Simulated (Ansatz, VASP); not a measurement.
# Two plane-wave programs on Ta

```xyz
1
Lattice="2.7300 0.0000 0.0000 0.0000 2.7300 0.0000 0.0000 0.0000 2.7300" Properties=species:S:1:pos:R:3 pbc="T T T"
Ta    0.0000    0.0000    0.0000
```

Alike in both runs: functional r2SCAN; k mesh 20 × 20 × 20; occupations gaussian, width 0.1 eV; no spin polarisation.

Ansatz relaxed the structure, and its values are those at the end. VASP's run is a single point on that final structure, the one shown.

|  | VASP | Ansatz |
| --- | --- | --- |
| version | VASP 6.6.1 | Ansatz 0.2.0 |
| potentials or method | VASP PAW PBE potentials, release 64 (Ta_pv) | scalar-relativistic, plane waves, PAW |
| plane-wave cutoff (eV) | 520 | 500 |
| valence electrons in the cell | 11 | 13 |

|  | VASP | Ansatz | Ansatz less VASP |
| --- | --- | --- | --- |
| gap on the k mesh at the Fermi level (eV) | none | none | - |
| pressure (GPa) | 0.5 | 0.0 | -0.55 |

A gap of «none» marks a metal or a gap that the smearing closes. The two sets of potentials don't hold the same shells in valence.

Caveats: the PAW data sets were made with another functional, which shifts forces and pressure a little (VASP). Spin-orbit coupling is left out, which matters for the levels of Ta.
